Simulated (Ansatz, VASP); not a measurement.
## LiCl: VASP beside Ansatz

The input INCAR:

```
SYSTEM = LiCl
ALGO     = Normal         ! electronic algorithm
EDIFF    = 1E-7           ! SCF threshold, eV
ENCUT    = 520            ! plane-wave cutoff, eV
GGA      = PE             ! functional
ISIF     = 2              ! what is computed and relaxed
ISMEAR   = 0              ! smearing method
LASPH    = .True.         ! aspherical terms in the spheres
LCHARG   = .False.        ! write CHGCAR
LREAL    = .False.        ! projectors in reciprocal space
LWAVE    = .False.        ! write WAVECAR
NBANDS   = 12             ! bands
NELM     = 60             ! most SCF steps
PREC     = Accurate       ! precision mode
SIGMA    = 0.02           ! smearing width, eV
```

File KPOINTS:

```
k-points
0
Gamma
  8 8 8
  0 0 0
```

The input POSCAR:

```
LiCl
1.0
    0.0000000000      2.6012033909      2.6012033909
    2.6012033909      0.0000000000      2.6012033909
    2.6012033909      2.6012033909      0.0000000000
Li Cl
1 1
Direct
    0.0000000000      0.0000000000      0.0000000000
    0.5000000000      0.5000000000      0.5000000000
```

Input for Ansatz:

```yaml
crystal:
  lattice:
    - [0.0, 2.6012033909, 2.6012033909]
    - [2.6012033909, 0.0, 2.6012033909]
    - [2.6012033909, 2.6012033909, 0.0]
  atoms:
    - { symbol: Li, position: [0.0, 0.0, 0.0] }
    - { symbol: Cl, position: [0.5, 0.5, 0.5] }
basis:
  ecutwfc: 420
kpoints:
  mp_grid: { grid: [8, 8, 8] }
hamiltonian:
  xc: pbe
scf:
  occupations: { method: gaussian, width: 0.02 }
output:
  forces: true
  stress: true
  eigenvalues: true
  write_density: true
  write_potential: true
  elf: true
  volumetric_format: npy
```

Alike in both runs: task single point; functional PBE; k mesh 8 × 8 × 8; occupations gaussian, width 0.02 eV; no spin polarisation.

```csv
,VASP,Ansatz
version,VASP 6.6.1,Ansatz 0.2.0
potentials or method,"VASP PAW PBE potentials, release 64 (Li_sv, Cl)","scalar-relativistic, plane waves, PAW"
plane-wave cutoff (eV),520,420
valence electrons in the cell,10,10
```

|  | VASP | Ansatz | Ansatz less VASP |
| --- | --- | --- | --- |
| gap on the k mesh at the Fermi level (eV) | 6.10 | 6.09 | -0.011 |
| least direct gap on the mesh (eV) | 6.10 | 6.09 | -0.011 |

 A hybrid or GW would open this gap; PBE tends to underestimate it. A k mesh can miss the band edges.
